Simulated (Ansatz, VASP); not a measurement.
# In (ladder In chain): VASP beside Ansatz

Wanted: the spread between two codes on one cell, functional and k mesh. The structure shown is the start of the Ansatz relaxation below; VASP solves that cell, so the two are compared at the walk's first step.

Calculated with Ansatz 0.2.0; plane waves, with VASP 6.6.1 beside it; single point at RPBE.

### Step 1. Starting point

The cell holds 2 atoms: 2 In. Its edges and angles: a = 9.000 Å, b = 7.500 Å, c = 2.779 Å, α = 90.0°, β = 90.0°, γ = 90.0°. Vacuum lies along a and b. The structure's axis is c.

### Step 2. Ansatz: relaxation, RPBE

Ansatz runs on its default PAW (the set named soft_2) files.

The two programs are compared at the cell with which this relaxation starts, whose forces are those of its first step.

The input, input.yaml:

```yaml
crystal:
  lattice:
    - [9.0, 0.0, 0.0]
    - [0.0, 7.5, 0.0]
    - [0.0, 0.0, 2.77894]
  atoms:
    - { symbol: In, position: [0.368097778, 0.5, 0.0], spin: 0.5 }
    - { symbol: In, position: [0.631902222, 0.5, 0.5], spin: 0.5 }
magnetization:
  spin_polarized: true
kpoints:
  mp_grid: { grid: [1, 1, 29] }
scf:
  occupations: { method: fermi_dirac, width: 0.05 }
hamiltonian:
  xc: rpbe
relax:
  cell: { fix: [a, b, alpha, beta, gamma] }
  max_steps: 60
```

Run with:

```sh
> ansatz run input.yaml --threads 4 --pin off --max-ram 8192MiB --backend cpu --events-out ev --progress --plain --runs-dir out
```

Numbers of over 12 decimals in the logs are rounded to 6 here.

What it wrote:

```text
Engine: ansatz 0.2.0, x86_64-unknown-linux-gnu
Pseudopotentials: kind: paw
Pseudopotential: In, paw, valence charge 13, recommended cutoff 420 eV (normal), In.paw.azcp
Functional definition: RPBE
  parameter kappa = 0.804
  parameter beta = 0.066725
  exchange = rpbe_x(kappa = kappa, mu = beta*pi^2/3)
  correlation = pbe_c(beta = beta)
Crystal: 2 atoms, lattice volume = 187.578 Å³
Basis set: ecut = 420 eV, 3687 PW (Γ), exchange–correlation on 128×108×40 points (8 copies of the dense FFT grid, shifted against one another)
Bands: 18, of which v1, the nominal top of the filled ones, is band 13 counted from 1 (12 counted from 0)
Symmetry: 8 space group operations
Space group: Pmma (ITA 51), of the structure as read, at distance tolerance 5.7e-5 Å
Magnetic group: BNS 51.289 (UNI 387), of the structure as read, at distance tolerance 5.7e-5 Å
k-points: 15 of 29
Non-local potential: In, projectors of the file, l = 0: 2, l = 1: 2, l = 2: 2, l = 3: 2
PAW form: soft (Blöchl's): semilocal exchange-correlation on the pseudo side does not see the compensation charge
PAW frozen core: In, regenerated for the run's functional, and the local potential with it (the file was generated under x = pbe(κ = 0.804, μ = 0.219515), c = pbe(β = 0.066725))
PAW one-centre angular grid: In, 590 points (default); XC on 64 Gauss nodes
Initial density: superposition of atomic densities (neutral atoms: chi_scale 0, normalization atom)
Starting moments: Σ|m| = 1 μB on 2 of 2 sites
Initial wavefunctions: pseudopotential atomic-orbital guess
Functional: x = rpbe, c = pbe(β = 0.066725)
iter 1 solved again at ethr=2.04e-3 eV; its pass at ethr=3.10e-3 eV (dr2=5.31e-1 eV) is discarded
SCF iter   1: F=—  HF=-11210.985221 eV  |F-HF|=—  |Δ(HF+E_count)|=         —  Δρ=1.50e-2 (↑1.50e-2 ↓1.31e-2)  dr2=5.43e-1  dr2_m=2.81e-1  M=0.142 μB ∫|m|=0.143 μB  β_m=0.30  ethr=2.04e-3  ⟨swp⟩=1.0  Hψ=3675  notcnv=0
preconditioner: auto → LDOS  [metal: Δε(μ)=0.063 eV  Ē_g=15.658 eV  σ=0.050 eV  W_gap=0.30  n_scr=20 (ndim 8)  ℏωp=13.8 eV  f_vac=0.545  D(μ)=1.47/eV (n_scr^D=8)]
spin=Collinear: LDOS preconditioning applied to the charge; magnetization (m = ρ↑ − ρ↓) channel mixes plain (no charge-response kernel on spin).
SCF iter   2: F=—  HF=-11210.918217 eV  |F-HF|=—  |Δ(HF+E_count)|=   6.70e-2  Δρ=9.97e-3 (↑9.97e-3 ↓9.84e-3)  dr2=2.23e-1  dr2_m=1.41e-1  M=0.120 μB ∫|m|=0.120 μB  β_m=0.30  ethr=2.04e-3  ⟨swp⟩=2.1  Hψ=683  notcnv=0
SCF iter   3: F=—  HF=-11210.882664 eV  |F-HF|=—  |Δ(HF+E_count)|=   3.56e-2  Δρ=7.44e-3 (↑6.07e-3 ↓7.44e-3)  dr2=3.34e-2  dr2_m=7.26e-2  M=0.077 μB ∫|m|=0.077 μB  β_m=0.30  ethr=8.59e-4  ⟨swp⟩=4.1  Hψ=1191  notcnv=0
SCF iter   4: F=—  HF=-11210.892452 eV  |F-HF|=—  |Δ(HF+E_count)|=   9.79e-3  Δρ=4.70e-3 (↑4.59e-3 ↓4.70e-3)  dr2=2.35e-3  dr2_m=3.66e-2  M=0.062 μB ∫|m|=0.062 μB  β_m=0.30  ethr=1.29e-4  ⟨swp⟩=3.7  Hψ=1229  notcnv=0  defer=3
SCF iter   5: F=—  HF=-11210.898035 eV  |F-HF|=—  |Δ(HF+E_count)|=   5.58e-3  Δρ=3.34e-3 (↑3.27e-3 ↓3.34e-3)  dr2=7.53e-4  dr2_m=1.85e-2  M=0.049 μB ∫|m|=0.049 μB  β_m=0.30  ethr=9.03e-6  ⟨swp⟩=3.0  Hψ=1048  notcnv=0  defer=3
SCF iter   6: F=—  HF=-11210.901840 eV  |F-HF|=—  |Δ(HF+E_count)|=   3.81e-3  Δρ=2.38e-3 (↑2.38e-3 ↓2.28e-3)  dr2=6.52e-5  dr2_m=9.32e-3  M=0.039 μB ∫|m|=0.039 μB  β_m=0.30  ethr=2.90e-6  ⟨swp⟩=3.0  Hψ=1090  notcnv=0  defer=3
SCF iter   7: F=—  HF=-11210.903147 eV  |F-HF|=—  |Δ(HF+E_count)|=   1.31e-3  Δρ=1.66e-3 (↑1.66e-3 ↓1.65e-3)  dr2=6.85e-6  dr2_m=4.70e-3  M=0.031 μB ∫|m|=0.031 μB  β_m=0.30  ethr=2.51e-7  ⟨swp⟩=2.0  Hψ=1042  notcnv=0  defer=3
Mixer restart at iter 7: flushing history
spin-set hold released at iteration 7 (site moments contracting): the magnetisation degrees of freedom join the quasi-Newton model from the next iteration; the mixer history was flushed
SCF iter   8: F=—  HF=-11210.903811 eV  |F-HF|=—  |Δ(HF+E_count)|=   6.64e-4  Δρ=1.18e-3 (↑1.18e-3 ↓1.17e-3)  dr2=3.83e-6  dr2_m=2.38e-3  M=0.025 μB ∫|m|=0.025 μB  β_m=0.65  ethr=2.64e-8  ⟨swp⟩=2.3  Hψ=719  notcnv=0  defer=3
SCF iter   9: F=—  HF=-11210.904625 eV  |F-HF|=—  |Δ(HF+E_count)|=   8.14e-4  Δρ=5.55e-5 (↑5.55e-5 ↓5.38e-5)  dr2=3.94e-7  dr2_m=5.06e-6  M=0.006 μB ∫|m|=0.007 μB  β_m=0.82  ethr=1.47e-8  ⟨swp⟩=3.0  Hψ=1101  notcnv=0  defer=3
SCF iter  10: F=—  HF=-11210.904647 eV  |F-HF|=—  |Δ(HF+E_count)|=   2.12e-5  Δρ=2.75e-5 (↑2.49e-5 ↓2.75e-5)  dr2=3.70e-7  dr2_m=1.14e-6  M=0.003 μB ∫|m|=0.003 μB  β_m=0.91  ethr=3.85e-10  ⟨swp⟩=5.7  Hψ=2072  notcnv=0
SCF iter  11: F=—  HF=-11210.904652 eV  |F-HF|=—  |Δ(HF+E_count)|=   5.70e-6  Δρ=1.20e-5 (↑1.20e-5 ↓9.34e-6)  dr2=1.10e-6  dr2_m=5.68e-8  M=0.001 μB ∫|m|=0.001 μB  β_m=0.73  ethr=1.42e-9  ⟨swp⟩=2.5  Hψ=1042  notcnv=0  defer=3
[...]
iter 7 did not close the SCF: its close was put off for a magnetic moment that had not settled (scf_convergence_deferred on its scf_iter line)
SCF iter   7: F=-11211.533754 eV  HF=-11211.533754 eV  |F-HF|=9.28e-10  |Δ(HF+E_count)|=   4.32e-8  Δρ=8.23e-7 (↑4.35e-7 ↓8.23e-7)  dr2=3.14e-9  dr2_m=2.32e-10  M=0.000 μB ∫|m|=0.000 μB  β_m=0.92  ethr=1.55e-10  ⟨swp⟩=1.2  Hψ=1674  notcnv=0
SCF iter   8: F=-11211.533754 eV  HF=-11211.533754 eV  |F-HF|=8.91e-11  |Δ(HF+E_count)|=   2.00e-9  Δρ=8.73e-8 (↑8.73e-8 ↓8.46e-8)  dr2=4.79e-11  dr2_m=1.82e-12  M=0.000 μB ∫|m|=0.000 μB  ethr=1.21e-11  ⟨swp⟩=1.0  Hψ=1610  notcnv=0
the starting moments were not kept: the SCF closed with an absolute magnetisation of 1.9e-6 μB, where they sum to 1 μB in size (2 sites). That is at most 0.1 of that sum. Measured as dr2_m measures the in/out step, that magnetisation stands 1.6e-13 eV from none, at or under the dr2_threshold of 2.0e-7 eV: it is no larger than a step whose dr2_m would equal this threshold.
SCF 5 converged in 8 iterations: F = -11211.533754 eV  dr2 = 4.79e-11
relax step   5: F+E_penalty+E_count = -11211.53375435 eV  Δ(F+E_penalty+E_count) = -7.327e-3 eV  max|allowed force component| = 1.324e-2 eV/Å  Δτ_max = 0.0332 Å  P = -0.114 GPa  Ω = 200.624 Å³  energy of the carried Pulay correction = -1.323e-3 eV  fix = [a, b, alpha, beta, gamma]  reactions: a -0.558, b +0.208 GPa  (8 SCF iters, dr2 threshold 2.00e-7 eV, accepted)
[...]
relax step   6: F+E_penalty+E_count = -11211.53380092 eV  Δ(F+E_penalty+E_count) = -4.657e-5 eV  max|allowed force component| = 2.931e-3 eV/Å  Δτ_max = 0.0043 Å  P = -0.134 GPa  Ω = 200.801 Å³  energy of the carried Pulay correction = -1.340e-3 eV  fix = [a, b, alpha, beta, gamma]  reactions: a -0.588, b +0.207 GPa  (6 SCF iters, dr2 threshold 1.10e-8 eV, accepted)
[...]
relax step   7: F+E_penalty+E_count = -11211.53463922 eV  Δ(F+E_penalty+E_count) = -8.383e-4 eV  max|allowed force component| = 2.824e-3 eV/Å  Δτ_max = 0.0000 Å  P = -0.140 GPa  Ω = 200.801 Å³  fix = [a, b, alpha, beta, gamma]  reactions: a -0.593, b +0.203 GPa  stress off target by 3.02e-2 GPa on what of the cell is left free  SCF on the basis re-selected at this cell (its energy is not comparable with the rows above)  (6 SCF iters)
basis re-selected at this cell: Δ(F+E_penalty+E_count) = -8.383e-4 eV, ΔP = -0.007 GPa vs the last step (what re-selecting the basis moved, of the pressure what is left beyond the Pulay correction that the steps carried, after the strain that the cell walked since its last selection, with what the two solves' SCF thresholds leave and, on support functions, any second-order correction that the steps lacked; it is no m [...]
SCF converged after 6 iterations
Magnetization: 0.0000 μB (13.0000 up, 13.0000 down)
Absolute magnetization: 0.0000 μB (∫|ρ↑−ρ↓|, with the PAW one-centre terms)
Spin contamination: 0.0000 ħ² per cell (⟨S²⟩ above its minimum at these occupations)
Per-site moments (μB) at R_I (Å): [(2.376743884636526e-8, 1.227118), (2.3767438832509245e-8, 1.227118)]
Free energy (F): -11211.534639 eV
Harris-Foulkes:  -11211.534639 eV  (|F-HF|=1.66e-10)
Internal energy: -11211.522645 eV  (E = F + TS)
E sigma→0 (E₀):  -11211.528642 eV
Entropy (-TS):   -0.011995 eV (-5.997 meV/atom)
Fermi energy:    -0.025361 eV
--- Per-component energies (eV) ---
  E_band       = -311.149411
  E_kinetic    = 478.865837
  E_local      = -4898.078043  (includes V_loc(G=0)·N_el)
  E_nonlocal   = 730.614206
  E_hartree    = 2084.081427
  E_xc         = -430.897423
  E_vxc        = -195.677679  (∫ρ·V_xc dr)
  E_paw        = -8318.823701  (= ΣΔE_a)
  E_vpaw       = -595.036770  (= ΣTr[D̂ρ^β])
  E_aug_tail   = 0.000052  (compensation charges beyond the density's cutoff)
  E_ewald      = -857.419712
  E_core_change = 0.134712  (= ΣΔE_core)
  E_smearing   = -0.011995  (= −TS)
  E_closure    = -0.000000  (closes the sum)
  Σ components = -11211.534639   (vs F -11211.534639, Δ=0.00e0)
--- Forces (eV/Å), atoms counted from 1 ---
  atom   1  In    -0.00282444     0.00000000     0.00000000
  atom   2  In     0.00282444     0.00000000     0.00000000
  max |Σ_I F_I| component: 0.00e0 eV/Å
--- Stress (GPa, compression-positive) ---
       -0.593359       0.000000       0.000000
        0.000000       0.202776       0.000000
        0.000000       0.000000      -0.030244
  P = ⅓ Tr σ = -0.1403 GPa (-1.403 kbar)
--- Relaxed structure (6 steps of the walk, 6 accepted, 1 SCFs on fresh bases) ---
  F+E_penalty+E_count = -11211.53463922 eV   max|allowed force component| = 2.824e-3 eV/Å   (the final SCF, on the basis selected at the relaxed cell)
  cell:  # Å, volume = 200.8011 Å³
    - [9.0, 0.0, 0.0]
    - [0.0, 7.5, 0.0]
    - [0.0, 0.0, 2.974831]
  atoms:
    - { symbol: In, position: [0.332156, 0.5, 0.0] }
    - { symbol: In, position: [0.667844, 0.5, 0.5] }
```

### Step 3. VASP: single point, RPBE, start cell

The same cell, functional, mesh and smearing now go to VASP, with its own data sets.

Lines of VASP's logs that name or quote its potential files are left out, and so is its time.

The input, INCAR:

```
SYSTEM = In
PREC = Accurate
ENCUT = 400
EDIFF = 1E-06
NELM = 200
ISMEAR = -1
SIGMA = 0.05
LREAL = .FALSE.
ALGO = Normal
GGA = RP
NBANDS = 20
ISPIN = 2
MAGMOM = 0 0
LORBIT = 11
LWAVE = .FALSE.
LCHARG = .FALSE.
ISIF = 2
LASPH = .TRUE.
GGA_COMPAT = .FALSE.
```

The input, POSCAR:

```
In
1.0
    9.0000000000      0.0000000000      0.0000000000
    0.0000000000      7.5000000000      0.0000000000
    0.0000000000      0.0000000000      2.7789400000
In
2
Direct
    0.3680977778      0.5000000000      0.0000000000
    0.6319022222      0.5000000000      0.5000000000
```

The input, KPOINTS:

```
Automatic mesh
0
Gamma
1 1 29
0 0 0
```

Potentials, in the order of the species: In_d (PBE family, release 64).

Run with:

```sh
> mpirun -np 1 vasp_std
```

What it wrote:

```text
[banner, memory and clock lines left out]
running    1 mpi-ranks, on    1 nodes
 distrk:  each k-point on    1 cores,    1 groups
 distr:  one band on    1 cores,    1 groups

 POSCAR found type information on POSCAR In
 POSCAR found :  1 types and       2 ions
|                                                                             |
|               ----> ADVICE to this user running VASP <----                  |
|                                                                             |
|     You enforced a specific xc type in the INCAR file but a different       |
|     [... a line on the potential file left out ...]
|     I HOPE YOU KNOW WHAT YOU ARE DOING!                                     |
|                                                                             |

 LDA part: xc-table for (Slater+PW92), standard interpolation
 POSCAR, INCAR and KPOINTS ok, starting setup
 FFT: planning ... GRIDC
 FFT: planning ... GRID_SOFT
 FFT: planning ... GRID
 WAVECAR not read
 entering main loop
       N       E                     dE             d eps       ncg     rms          rms(c)
DAV:   1     0.191256112641E+03    0.19126E+03   -0.10584E+04  1272   0.974E+02
DAV:   2     0.118426422800E+02   -0.17941E+03   -0.17735E+03  1236   0.283E+02
DAV:   3    -0.245455450205E+01   -0.14297E+02   -0.14243E+02  1440   0.111E+02
DAV:   4    -0.290900242290E+01   -0.45445E+00   -0.45417E+00  1384   0.249E+01
DAV:   5    -0.293416761771E+01   -0.25165E-01   -0.25163E-01  1880   0.424E+00    0.492E+00
DAV:   6    -0.281412613062E+01    0.12004E+00   -0.12823E-01  1400   0.373E+00    0.253E+00
DAV:   7    -0.277245829474E+01    0.41668E-01   -0.10825E-01  1520   0.315E+00    0.462E-01
DAV:   8    -0.276860672212E+01    0.38516E-02   -0.19850E-02  1384   0.102E+00    0.239E-01
DAV:   9    -0.276753511936E+01    0.10716E-02   -0.17064E-03  1536   0.305E-01    0.180E-01
DAV:  10    -0.276540429171E+01    0.21308E-02   -0.71050E-04  1520   0.160E-01    0.808E-02
DAV:  11    -0.276451625484E+01    0.88804E-03   -0.51676E-04  1520   0.106E-01    0.405E-02
DAV:  12    -0.276452348318E+01   -0.72283E-05   -0.59684E-05  1104   0.443E-02    0.251E-02
DAV:  13    -0.276442464596E+01    0.98837E-04   -0.35201E-04  1200   0.726E-02    0.127E-02
DAV:  14    -0.276442419670E+01    0.44925E-06   -0.42147E-06  1080   0.106E-02
   1 F= -.27644242E+01 E0= -.27581621E+01  d E =-.125242E-01  mag=     0.0000
```

From OUTCAR (step 3):

```text
ion  position               nearest neighbor table
   1  0.368  0.500  0.000-   2 2.75   2 2.75
   2  0.632  0.500  0.500-   1 2.75   1 2.75

  LATTYP: Found a simple orthorhombic cell.
 ALAT       =     2.7789400000
 B/A-ratio  =     2.6988707925
 C/A-ratio  =     3.2386449510

 Subroutine GETGRP returns: Found  8 space group operations
 (whereof  4 operations were pure point group operations)

The static configuration has the point symmetry C_2v.
 The point group associated with its full space group is D_2h.

 Found     15 irreducible k-points:

   k-points           NKPTS =     15   k-points in BZ     NKDIM =     15   number of bands    NBANDS=     20

   dimension x,y,z NGX =    60 NGY =   50 NGZ =   18
   dimension x,y,z NGXF=   120 NGYF=  100 NGZF=   36

   ENCUT  =  400.0 eV  29.40 Ry    5.42 a.u.  14.68 12.23  4.53*2*pi/ulx,y,z

   NELECT =      26.0000    total number of electrons

 k-points in reciprocal lattice and weights: Automatic mesh
   0.00000000  0.00000000  0.00000000       0.034
   0.00000000  0.00000000  0.03448276       0.069
   0.00000000  0.00000000  0.06896552       0.069
   0.00000000  0.00000000  0.10344828       0.069
   0.00000000  0.00000000  0.13793103       0.069
   0.00000000  0.00000000  0.17241379       0.069
   0.00000000  0.00000000  0.20689655       0.069
   0.00000000  0.00000000  0.24137931       0.069
   0.00000000  0.00000000  0.27586207       0.069
[...]
0.00000000  0.00000000  0.44827586       0.069
   0.00000000  0.00000000  0.48275862       0.069

 average (electrostatic) potential at core
       1-102.4266       2-102.4266

 E-fermi :  -0.7334

 spin component 1
 k-point     1 :       0.0000    0.0000    0.0000
  band No.  band energies     occupation
    ...
     10     -15.0016      1.00000
     11      -9.2944      1.00000
     12      -5.4921      1.00000
     13      -2.0205      1.00000
     14      -1.5873      1.00000
     15       0.7537      0.00000
     16       2.0574      0.00000
     17       3.6155      0.00000
     18       3.7869      0.00000
     19       4.3541      0.00000
    ...

 k-point     2 :       0.0000    0.0000    0.0345
  band No.  band energies     occupation
    ...
     10     -15.0083      1.00000
     11      -9.2699      1.00000
     12      -5.4698      1.00000
     13      -1.9920      1.00000
     14      -1.5568      1.00000
     15       0.7807      0.00000
     16       2.0798      0.00000
     17       3.6396      0.00000
     18       3.8083      0.00000
     19       4.3763      0.00000
    ...

 k-point     3 :       0.0000    0.0000    0.0690
  band No.  band energies     occupation
    ...
     10     -15.0276      1.00000
     11      -9.1961      1.00000
     12      -5.4028      1.00000
     13      -1.9070      1.00000
     14      -1.4660      1.00000
     15       0.8616      0.00000
     16       2.1471      0.00000
     17       3.7120      0.00000
     18       3.8725      0.00000
     19       4.4429      0.00000
    ...

 k-point     4 :       0.0000    0.0000    0.1034
  band No.  band energies     occupation
    ...
     10     -15.0572      1.00000
     11      -9.0729      1.00000
     12      -5.2906      1.00000
     13      -1.7663      1.00000
     14      -1.3158      0.99999
     15       0.9952      0.00000
     16       2.2592      0.00000
     17       3.8325      0.00000
     18       3.9793      0.00000
     19       4.5539      0.00000
    ...

 k-point     5 :       0.0000    0.0000    0.1379
  band No.  band energies     occupation
    ...
     10     -15.0931      1.00000
     11      -8.8996      1.00000
     12      -5.1327      1.00000
     13      -1.5714      1.00000
     14      -1.1081      0.99944
     15       1.1799      0.00000
     16       2.4162      0.00000
     17       4.0007      0.00000
     18       4.1281      0.00000
     19       4.7093      0.00000
    ...

 k-point     6 :       0.0000    0.0000    0.1724
  band No.  band energies     occupation
    ...
     10     -15.1304      1.00000
     11      -8.6753      1.00000
     12      -4.9280      1.00000
     13      -1.3241      0.99999
     14      -0.8452      0.90342
     15       1.4133      0.00000
     16       2.6179      0.00000
     17       4.2163      0.00000
     18       4.3162      0.00000
     19       4.9089      0.00000
    ...

  Total        5.2741839      0.2860451      3.8478278      0.0000000      0.0000000      0.0000000
  in kB       45.0487669      2.4432179     32.8657287      0.0000000      0.0000000      0.0000000
  external PRESSURE =      26.7859045 kB  Pullay stress =       0.0000000 kB

  energy-cutoff  :      400.00
  volume of cell :      187.58
      direct lattice vectors                 reciprocal lattice vectors
     9.000000000  0.000000000  0.000000000     0.111111111  0.000000000  0.000000000
     0.000000000  7.500000000  0.000000000     0.000000000  0.133333333  0.000000000
     0.000000000  0.000000000  2.778940000     0.000000000  0.000000000  0.359849439

 POSITION                                       TOTAL-FORCE (eV/Angst)
 -----------------------------------------------------------------------------------
      3.31288      3.75000      0.00000        -2.404653      0.000000      0.000000
      5.68712      3.75000      1.38947         2.404653      0.000000      0.000000
 -----------------------------------------------------------------------------------
    total drift:                                0.000000      0.000000      0.000000

  FREE ENERGIE OF THE ION-ELECTRON SYSTEM (eV)
  ---------------------------------------------------
  free  energy   TOTEN  =        -2.7644241967 eV

  energy  without entropy=       -2.7519000223  energy(sigma->0) =       -2.75816211

 total charge
# of ion       s       p       d       tot
------------------------------------------
    1        0.991   0.635   9.843  11.470
    2        0.991   0.635   9.843  11.470
--------------------------------------------------
tot          1.982   1.270  19.687  22.939

 magnetization (x)
# of ion       s       p       d       tot
------------------------------------------
    1       -0.000   0.000   0.000  -0.000
    2       -0.000   0.000   0.000  -0.000
--------------------------------------------------
tot         -0.000   0.000   0.000  -0.000

[... 6 further parts left out ...]
```

### Step 4. Side by side

Known differences besides the potentials themselves: the cutoff is 420 eV in Ansatz and 400 eV in VASP; Ansatz makes its cores anew for this functional, VASP keeps those of its PBE data sets. Total energies have different zeros and are not compared.

Forces (eV/Å; atoms numbered as in POSCAR):

| atom | Ansatz x, y, z | VASP x, y, z |
| --- | --- | --- |
| In1 | -2.397, 0.000, 0.000 | -2.405, 0.000, 0.000 |
| In2 | 2.397, 0.000, 0.000 | 2.405, 0.000, 0.000 |

The forces differ by 4.5 meV/Å r.m.s., which is 0.3 % of the r.m.s. force of 1.388 eV/Å (both taken over all components). Moments aren't recorded for both runs of this pair, so they may hold unlike magnetic states.

### Step 5. Outcome

```
r.m.s. force difference (single point, RPBE, start cell) : 0.33 % of the r.m.s. force
```

What this shows: The r.m.s. force difference is 0.33 % of the r.m.s. force (single point, RPBE, start cell), within the 3 % picked in this series as the mark of a large difference. 1 further run of this series is not shown here. How closely two codes agree says nothing of how well the functional describes the real material.

[Lines on the potential files, build, host, timing and source positions are cut from VASP's logs without a mark.]

[Logs are printed without paths, hosts, clocks, repeated set-up lines and the standing remarks that a program may print on its own settings, such as how far it seeks lower states.]

[Hosts, paths, dates, database ids (printed as entryN), source tags and the programs' standing remarks are cut or masked in the printed files.]
